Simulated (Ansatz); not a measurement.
Starting cell, CaF2 (fluorite):

```yaml
crystal:
  lattice:
    - [0.00000, 5.51101, 5.51101]
    - [2.75551, 0.00000, 2.75551]
    - [2.75551, 2.75551, 0.00000]
  atoms:
    - { symbol: Ca, position: [0.00000, 0.00000, 0.00000] }
    - { symbol: Ca, position: [0.50000, 0.00000, 0.00000] }
    - { symbol: F, position: [0.12500, 0.25000, 0.25000] }
    - { symbol: F, position: [0.62500, 0.25000, 0.25000] }
    - { symbol: F, position: [0.37500, 0.75000, 0.75000] }
    - { symbol: F, position: [0.87500, 0.75000, 0.75000] }
```

The atoms are displaced by Q × the pattern below (from a DFPT mode at L = (0.5, 0.0, 0.0), largest move 1; Q in Å), at fixed cell. (q is in reciprocal vectors of the primitive cell; the cell shown is doubled to hold the pattern.)

| atom | x | y | z |
|---|---|---|---|
| Ca1 | 0.577 | -0.577 | -0.577 |
| Ca2 | -0.577 | 0.577 | 0.577 |
| F3 | -0.524 | 0.524 | 0.524 |
| F4 | 0.524 | -0.524 | -0.524 |
| F5 | 0.524 | -0.524 | -0.524 |
| F6 | -0.524 | 0.524 | 0.524 |

The numbers are results of PBE (plane waves to 420 eV, PAW, scalar-relativistic; Ansatz, a first-principles code), not measurements. k mesh 5×10×10 (Γ-centred), Fermi-Dirac smearing 0.05 eV. Energies are smeared free energies. CaF2 was relaxed with its symmetry unable to fall. The PAW data are Ansatz's earlier set. ΔE is measured from the undisplaced structure.

| Q (Å) | ΔE (meV/cell) |
|---|---|
| -0.1000 | 296.3 |
| -0.0833 | 206.2 |
| -0.0667 | 132.2 |
| -0.0500 | withheld |
| -0.0333 | 33.1 |
| -0.0167 | 8.3 |
| 0.0000 | 0.0 |
| 0.0167 | 8.3 |
| 0.0333 | 33.1 |
| 0.0500 | withheld |
| 0.0667 | 132.2 |
| 0.0833 | 206.2 |
| 0.1000 | 296.3 |

### Question
Fit an even polynomial form (powers 2, 4) to the given rows and predict ΔE at Q = -0.0500.

### Answer
Least squares on the 11 given rows: ΔE = (29840)·Q² + (-20150)·Q⁴, in meV/cell with Q in Å; root-mean-square residual 0.09 meV/cell. At -0.0500 the fit gives 74.5 meV/cell; the calculation gives 74.5 meV/cell, the same to the digits shown. The quadratic term alone would give 74.6 meV/cell.

(For displaced atoms, the force is minus the slope of the energy, and its curvature is a force constant, which sets phonon frequencies.)
